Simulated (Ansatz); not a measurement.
Cs2AgBiBr6:

```
Bi Cs Ag Br
1.0
     0.00000    5.61610    5.61610
     5.61610    0.00000    5.61610
     5.61610    5.61610    0.00000
Bi Cs Ag Br
1 2 1 6
Direct
  0.00000 0.00000 0.00000
  0.75000 0.75000 0.75000
  0.25000 0.25000 0.25000
  0.50000 0.50000 0.50000
  0.74945 0.74945 0.25055
  0.25055 0.25055 0.74945
  0.74945 0.25055 0.25055
  0.74945 0.25055 0.74945
  0.25055 0.74945 0.74945
  0.25055 0.74945 0.25055
```

```yaml
Program: Ansatz 0.2.0
Task: relaxation of cell and atoms
Functional: r2SCAN
Potentials_or_basis: Ansatz PAW
Cutoff: "500 eV (not typed: the program's choice for these potentials)"
k_mesh: 4 × 4 × 4
Occupations: fermi-dirac, width 0.05 eV
Spin: no spin polarisation
```

At the start: volume 35.43 Å³/atom.

Problem. How do energy, volume and symmetry change on relaxing?

Solution. It ends after 5 steps and the volume is 36.46 Å³/atom (+2.9 %); space group Fm-3m (No. 225, to 0.05 Å).

The path:
```
step  energy change (eV)  largest force (eV/Å)  volume (Å³)
   1              0.0000                0.2406       354.27
   2             -0.0337                0.1540       364.09
   3             -0.0411                0.0325       363.55
   4             -0.0418                0.0013       364.56
   5             -0.0431                0.0012       364.56
```

Final structure:
```
Bi Cs Ag Br
1.0
     0.00000    5.66994    5.66994
     5.66994    0.00000    5.66994
     5.66994    5.66994    0.00000
Bi Cs Ag Br
1 2 1 6
Direct
  0.00000 0.00000 0.00000
  0.75000 0.75000 0.75000
  0.25000 0.25000 0.25000
  0.50000 0.50000 0.50000
  0.74810 0.74810 0.25190
  0.25190 0.25190 0.74810
  0.74810 0.25190 0.25190
  0.74810 0.25190 0.74810
  0.25190 0.74810 0.74810
  0.25190 0.74810 0.25190
```

Caveat: the plane-wave basis is chosen anew once the cell has moved, so the energies of steps on either side of that aren't comparable; the PAW data sets come from PBE, with cores solved anew for the run's functional, which leaves a small shift of forces and pressure.
